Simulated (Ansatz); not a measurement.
W: how the free axis answers a strain

W, Im-3m, a = 3.184 Å. Ansatz: PBE, PAW, 420 eV, Γ-centred 16×16×16 mesh on 2 atoms, Gaussian smearing 0.10 eV; no spin polarisation. Series: uniaxial strain along a, with b, c and atoms relaxed; x is the strain in per cent. y is the change of c in per cent of 3.184 Å.

| x (%) | y (%) |
| --- | --- |
| -3.0 | ? |
| -2.0 | 0.61 |
| -1.0 | 0.31 |
| 0.0 | 0.00 |
| 1.0 | -0.29 |
| 2.0 | -0.57 |
| 3.0 | -0.83 |

**Question.** Fit y = c1 x + c2 x² to the other rows, say what c1 measures, and predict the missing y.

**Answer.** Least squares on the rows shown. y = −0.2953 x + 0.005934 x². So −c1 = 0.295 is Poisson's ratio for this pair of axes. At x = -3.0 the fit asked for gives 0.94 %. The run gave 0.89 %, so the fit is 0.05 % too high, 2.9 % of the span of the series, against an rms of 0.005 % on the fitted rows. The row lies outside the fitted range. With a term in x³ added, a fit to the same known rows predicts 0.92 %, which recovers part of the miss; the known rows don't hold the rest.

Spin–orbit coupling is left out, which can shift energies with elements as heavy as these.